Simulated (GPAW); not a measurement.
# TiO2 (P4_2/mnm) in GPAW: further runs, part 2 of 3

GPAW 26.7.0.

### Step 3. Band structure, PBE

run.py reads:

```python
from ase.dft.bandgap import bandgap
from ase.io import read, write
from ase.units import GPa
from gpaw import GPAW, PW, setup_paths

setup_paths.insert(0, '.')

atoms = read('TiO2.xyz')

calc = GPAW(mode=PW(1100),
            xc='PBE',
            kpts={'size': (5, 5, 8), 'gamma': True},
            occupations={'name': 'fermi-dirac', 'width': 0.05},
            setups='sg15',
            nbands=-19,
            convergence={'density': 1e-05, 'energy': 1e-05},
            maxiter=150,
            txt='gpaw.txt')
atoms.calc = calc
energy = atoms.get_potential_energy()
forces = atoms.get_forces()
stress = atoms.get_stress()
calc.write('gs.gpw')
write('result.traj', atoms)
print(f'Energy: {energy:.6f} eV')
print('Forces (eV/A):')
print(forces.round(4))
print('Stress (GPa):', (stress / GPa).round(3))
print('Fermi level:', round(calc.get_fermi_level(), 4), 'eV')
print(f'Gap: {bandgap(calc)[0]:.4f} eV, direct: {bandgap(calc, direct=True)[0]:.4f} eV')

path = atoms.cell.bandpath('GXMGZRAZ,XR,MA', npoints=80, eps=1e-4)
bs_calc = calc.fixed_density(kpts=path, symmetry='off', nbands=-31,
                             convergence={'bands': 'CBM+6.0', 'eigenstates': 1e-6}, txt='bands.txt')
bs = bs_calc.band_structure()
bs.write('bs.json')
print(f'Gap on the path: {bandgap(bs_calc)[0]:.4f} eV')
```

TiO2.xyz reads:

```xyz
6
Lattice="4.5998373239 0.0000000000 0.0000000000 0.0000000000 4.5998373239 0.0000000000 0.0000000000 0.0000000000 2.9592135600" Properties=species:S:1:pos:R:3 pbc="T T T"
Ti     0.0000000000      0.0000000000      1.4796067800
Ti     2.2999186620      2.2999186620      0.0000000000
O      1.3998285662      1.3998285662      1.4796067800
O      0.9000900958      3.6997472281      0.0000000000
O      3.6997472281      0.9000900958      0.0000000000
O      3.2000087577      3.2000087577      1.4796067800
```

Potentials or basis: SG15 ONCV 1.2, pw.

Started as:

```console
$ OMP_NUM_THREADS=1 python run.py
```

gpaw.txt:

```text
__  _  _
 | _ |_)|_||  |
 |__||  | ||/\| - 26.7.0

Input parameters:
  mode=PW(ecut=1100.0),
  convergence={'density': 1e-05, 'energy': 1e-05},
  kpts=MonkhorstPack(size=(5, 5, 8), gamma=True),
  maxiter=150,
  nbands=-19,
  occupations=Occupations(name='fermi-dirac', width=0.05),
  setups={'default': 'sg15'},
  xc=XC(name='PBE')

Diagonalizing LCAO Hamiltonian
Converting LCAO to pw mode
    .----------.
   /|          |
  / |          |
 *  |      O   |
 |  .O---------.
 Ti/  O Ti    /
 |/       O  /
 *----------*

Atoms  # Å, Bohr magnetons
|   | symbol |        x |        y |        z |    initial magnetic moments |
|---|--------|----------|----------|----------|-----------------------------|
| 0 |     Ti | 0.000000 | 0.000000 | 1.479607 | ( 0.0000,  0.0000,  0.0000) |
| 1 |     Ti | 2.299919 | 2.299919 | 0.000000 | ( 0.0000,  0.0000,  0.0000) |
| 2 |      O | 1.399829 | 1.399829 | 1.479607 | ( 0.0000,  0.0000,  0.0000) |
| 3 |      O | 0.900090 | 3.699747 | 0.000000 | ( 0.0000,  0.0000,  0.0000) |
| 4 |      O | 3.699747 | 0.900090 | 0.000000 | ( 0.0000,  0.0000,  0.0000) |
| 5 |      O | 3.200009 | 3.200009 | 1.479607 | ( 0.0000,  0.0000,  0.0000) |

Unit cell  # Å
| periodic |        x |        y |        z |  lengths |    angles |
|----------|----------|----------|----------|----------|-----------|
|      yes | 4.599837 | 0.000000 | 0.000000 | 4.599837 | 90.000000 |
|      yes | 0.000000 | 4.599837 | 0.000000 | 4.599837 | 90.000000 |
|      yes | 0.000000 | 0.000000 | 2.959214 | 2.959214 | 90.000000 |

Number of symmetries: 8
Symmetry operations  # r_c * U_cc + t_c -> r_c
|   | kind |            matrix            |
|---|------|------------------------------|
| 0 |  E   |  1, 0, 0,  0, 1, 0,  0, 0, 1 |
| 1 |  σ   |  1, 0, 0,  0, 1, 0,  0, 0,-1 |
| 2 |  σ   |  0, 1, 0,  1, 0, 0,  0, 0, 1 |
| 3 |  C2  |  0, 1, 0,  1, 0, 0,  0, 0,-1 |
| 4 |  σ   |  0,-1, 0, -1, 0, 0,  0, 0, 1 |
| 5 |  C2  |  0,-1, 0, -1, 0, 0,  0, 0,-1 |
| 6 |  C2  | -1, 0, 0,  0,-1, 0,  0, 0, 1 |
| 7 |  i   | -1, 0, 0,  0,-1, 0,  0, 0,-1 |

BZ-sampling:
  Number of BZ points: 200
  Number of IBZ points: 45

  Monkhorst-Pack size: [5, 5, 8]
  Monkhorst-Pack shift: [0.0, 0.0, 0.0625]

K-points  # in reciprocal-cell coordinates
|     |                                coordinates |     weight |
|-----|--------------------------------------------|------------|
|   0 | (  0.00000000,   0.00000000,   0.00000000) | 0.00500000 |
|   1 | (  0.00000000,   0.00000000,   0.12500000) | 0.01000000 |
|   2 | (  0.00000000,   0.00000000,   0.25000000) | 0.01000000 |
|   3 | (  0.00000000,   0.00000000,   0.37500000) | 0.01000000 |
|   4 | (  0.00000000,   0.00000000,   0.50000000) | 0.00500000 |
|   5 | (  0.20000000,  -0.20000000,   0.00000000) | 0.01000000 |
|   6 | (  0.20000000,  -0.20000000,   0.12500000) | 0.02000000 |
|   7 | (  0.20000000,  -0.20000000,   0.25000000) | 0.02000000 |
|   8 | (  0.20000000,  -0.20000000,   0.37500000) | 0.02000000 |
|   9 | (  0.20000000,  -0.20000000,   0.50000000) | 0.01000000 |
| ... |                                            |            |
|  44 | (  0.40000000,   0.40000000,   0.50000000) | 0.01000000 |

Plane wave coefficients: 5248
Cutoff: 1100.0 eV

Spin-components: 1 (collinear spins)
Bands:           43
Projectors:      28
Spin-degeneracy: 2
Datatype:        complex128

Parallelization:
  kpt:    1
  domain: 1
  band:   1

Density:
  Valence electrons: 48.0
  Components: 1
  Grid points: [36 36 24]
  Charge: 0.0  # |e|

Potential:
  Grid points: [36 36 24]

species:
  Norm-conserving UPF setup:
    Element:   Ti
    Z:         22
    Valence: 12.0
  Projectors:
    l=0 rcut=2.49
    l=0 rcut=2.49
    l=1 rcut=2.49
    l=1 rcut=2.49
    l=2 rcut=2.49
    l=2 rcut=2.49
  No states stored on this setup
  Local potential cutoff: 2.42
  Comp charge cutoff:     2.42
  File: ./Ti_ONCV_PBE-1.2.upf

    LCAO basis set for Ti:
      Name: atompaw.sz
      This basis set was not loaded from a file
      Number of radial functions: 4
      Number of spherical harmonics: 10
        l=0, rc=8.9500 Bohr: 3s e=-2.294 f=2.000
        l=0, rc=8.9500 Bohr: 4s e=-0.165 f=2.000
        l=1, rc=8.9500 Bohr: 3p e=-1.419 f=6.000
        l=2, rc=8.9500 Bohr: 3d e=-0.152 f=2.000
      Number of RI-basis functions 0

  Norm-conserving UPF setup:
    Element:    O
    Z:          8
    Valence:  6.0
  Projectors:
    l=0 rcut=1.51
    l=0 rcut=1.51
    l=1 rcut=1.51
    l=1 rcut=1.51
  No states stored on this setup
  Local potential cutoff: 1.54
  Comp charge cutoff:     1.54
  File: ./O_ONCV_PBE-1.2.upf

    LCAO basis set for O:
      Name: atompaw.sz
      This basis set was not loaded from a file
      Number of radial functions: 2
      Number of spherical harmonics: 4
        l=0, rc=8.9500 Bohr: 2s e=-0.881 f=2.000
        l=1, rc=8.9500 Bohr: 2p e=-0.335 f=4.000
      Number of RI-basis functions 0

Reference energy: 0.000000  # eV

eigensolver:
  PPCG
  Converge bands: occupied
  niter=2

density mixing:
  MSR1-Mixer
  Pratt-step length: 0.05
  Maximum mixing coefficient: 0.75
  Old densities: 10
  SVD Regularization: 0.005
  Good broyden scale: 1.0
  Trust region scale: 1.0
  Backstep threshold: 4.0
  History deletion threshold: 6.0
  Fourier metric: weight=20.0, sigma=0.015

occupation numbers:
  Fermi-Dirac:
    width: 0.0500  # eV

poisson solver:
  ecut: 8800.0  # eV

xc functional:
  name: PBE with 2 nearest neighbor stencil

convergence criteria:
- Maximum integral of absolute [dens]ity change: 1e-05 electrons / valence electron
- Maximum [total energy] change in last 3 cyles: 1e-05 eV / valence electron
- Maximum integral of absolute [eigenst]ate change: 4e-08 eV^2 / valence electron
maximum number of iterations: 150

SCF iterations
|iter     | |      energy | eigst |  dens |
|---------|-|-------------|-------|-------|
|iter:   1| |-4898.872357 | -0.02 |       |
|iter:   2| |-4895.830874 | -1.23 | -0.76 |
|iter:   3| |-4889.288890 | -0.40 | -0.82 |
|iter:   4| |-4889.020102 | -1.90 | -1.40 |
|iter:   5| |-4888.990648 | -2.54 | -1.60 |
|iter:   6| |-4888.981705 | -3.37 | -2.05 |
|iter:   7| |-4888.981824 | -4.85 | -2.95 |
|iter:   8| |-4888.981836c| -5.63 | -3.40 |
|iter:   9| |-4888.981833c| -6.33 | -3.67 |
|iter:  10| |-4888.981834c| -7.39 | -4.25 |
|iter:  11| |-4888.981833c| -7.56c| -4.56 |
|iter:  12| |-4888.981833c| -7.99c| -4.98 |
|iter:  13| |-4888.981833c| -8.75c| -5.59c|

Converged in 13 steps
Energy contributions relative to reference atoms: (reference = 0.000000)

Energy contributions:
  Kinetic:        2029.077466
  Coulomb:       -6363.131400
  Zero:            217.505760
  External:          0.000000
  Xc:             -772.433659
  Entropy:          -0.000000
  Spinorbit:         0.000000
  ----------------------------
  Free energy:   -4888.981833
  Extrapolated:  -4888.981833

dipole moment: (-27.599024, -27.599024, -35.510563)  # |e|*Ang

Fermi level: 6.857
Eigenvalues  # (at kpt = [0.000, 0.000, 0.000])
| band index |      eig [eV] | occ [0-2] |
|------------|---------------|-----------|
|          0 |       -50.942 |     2.000 |
|        ... |               |           |
|         16 |         2.134 |     2.000 |
|         17 |         3.380 |     2.000 |
|         18 |         3.380 |     2.000 |
|         19 |         3.950 |     2.000 |
|         20 |         5.226 |     2.000 |
|         21 |         5.480 |     2.000 |
[... 8 lines left out ...]
|         30 |        10.566 |     0.000 |
|         31 |        12.597 |     0.000 |
|        ... |               |           |
|         42 |        25.352 |     0.000 |

Gap: 1.915 eV
Transition (v -> c):
  (s=0, k=0, n=23, [0.00, 0.00, 0.00]) -> (s=0, k=0, n=24, [0.00, 0.00, 0.00])
No difference between direct/indirect transitions

Forces  # eV/Ang
|        x |        y |       z |
|----------|----------|---------|
|  0.00000 |  0.00000 | 0.00000 |  # Ti   0
|  0.00000 |  0.00000 | 0.00000 |  # Ti   1
| -0.00598 | -0.00598 | 0.00000 |  # O    2
|  0.00608 | -0.00608 | 0.00000 |  # O    3
| -0.00608 |  0.00608 | 0.00000 |  # O    4
|  0.00598 |  0.00598 | 0.00000 |  # O    5

Stress tensor  # eV/Ang^3
|         x |         y |         z |
|-----------|-----------|-----------|
| -0.028335 |  0.000000 |  0.000000 |
|  0.000000 | -0.028335 |  0.000000 |
|  0.000000 |  0.000000 | -0.025705 |

# Writing to gs.gpw (mode='')
```

Run time: 5 min. Hardware: 1 thread of Intel Xeon Platinum 8488C (Sapphire Rapids), shared host; peak memory 0.95 GiB.

What came out:

```
Free energy             : -4888.9818 eV
Pressure                : 4.4 GPa
Largest force           : 0.009 eV/Å
Band gap on the k mesh  : 1.91 eV, direct
Band gap along the path : 1.91 eV, direct
```

Forces in eV/Å, atoms in the order of the input:
```
Ti   0.000  0.000  0.000
Ti   0.000  0.000  0.000
O   -0.006 -0.006  0.000
O    0.006 -0.006  0.000
O   -0.006  0.006  0.000
O    0.006  0.006  0.000
```

Levels at the corners of the path, in eV from the valence-band top:
| point | band 21 | band 22 | band 23 | band 24 | band 25 | band 26 | band 27 | band 28 |
| --- | --- | --- | --- | --- | --- | --- | --- | --- |
| Γ | -0.71 | -0.46 | -0.46 | 0.00 | 1.91 | 2.19 | 2.45 | 2.56 |
| X | -1.65 | -1.65 | -0.74 | -0.74 | 2.57 | 2.57 | 3.08 | 3.08 |
| M | -1.32 | -1.32 | -1.08 | -1.08 | 1.95 | 1.95 | 2.58 | 2.58 |
| Γ | -0.71 | -0.46 | -0.46 | 0.00 | 1.91 | 2.19 | 2.45 | 2.56 |
| Z | -2.36 | -2.36 | -1.43 | -1.43 | 3.02 | 3.02 | 3.24 | 3.24 |
| R | -2.03 | -2.03 | -1.04 | -1.04 | 1.96 | 1.96 | 3.26 | 3.26 |
| A | -1.28 | -1.28 | -0.68 | -0.68 | 2.65 | 2.65 | 3.25 | 3.25 |
| Z | -2.36 | -2.36 | -1.43 | -1.43 | 3.02 | 3.02 | 3.24 | 3.24 |
| X | -1.65 | -1.65 | -0.74 | -0.74 | 2.57 | 2.57 | 3.08 | 3.08 |
| R | -2.03 | -2.03 | -1.04 | -1.04 | 1.96 | 1.96 | 3.26 | 3.26 |
| M | -1.32 | -1.32 | -1.08 | -1.08 | 1.95 | 1.95 | 2.58 | 2.58 |
| A | -1.28 | -1.28 | -0.68 | -0.68 | 2.65 | 2.65 | 3.25 | 3.25 |

[end of part 2 of 3]
